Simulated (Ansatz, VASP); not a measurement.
# One calculation of As, two programs

```
CELL_PARAMETERS angstrom
2.73048 0.00000 0.00000
0.00000 2.73048 0.00000
0.00000 0.00000 2.73041
ATOMIC_POSITIONS crystal
As 0.50000 0.50000 0.00000
```

Alike in both runs: functional PBE; k mesh 20 × 20 × 20; occupations gaussian, width 0.1 eV; no spin polarisation.

Ansatz relaxed the structure, and its values are those at the end. VASP's run is a single point on that final structure, the one shown.

```csv
,VASP,Ansatz
version,VASP 6.6.1,Ansatz 0.2.0
potentials or method,"VASP PAW PBE potentials, release 64 (As)","scalar-relativistic, plane waves, PAW"
plane-wave cutoff (eV),520,420
valence electrons in the cell,5,15
```

|  | VASP | Ansatz | Ansatz less VASP |
| --- | --- | --- | --- |
| gap on the k mesh at the Fermi level (eV) | none | none | - |
| pressure (GPa) | 0.2 | 0.0 | -0.15 |

A gap of «none» marks a metal or a gap that the smearing closes. The two sets of potentials don't hold the same shells in valence.
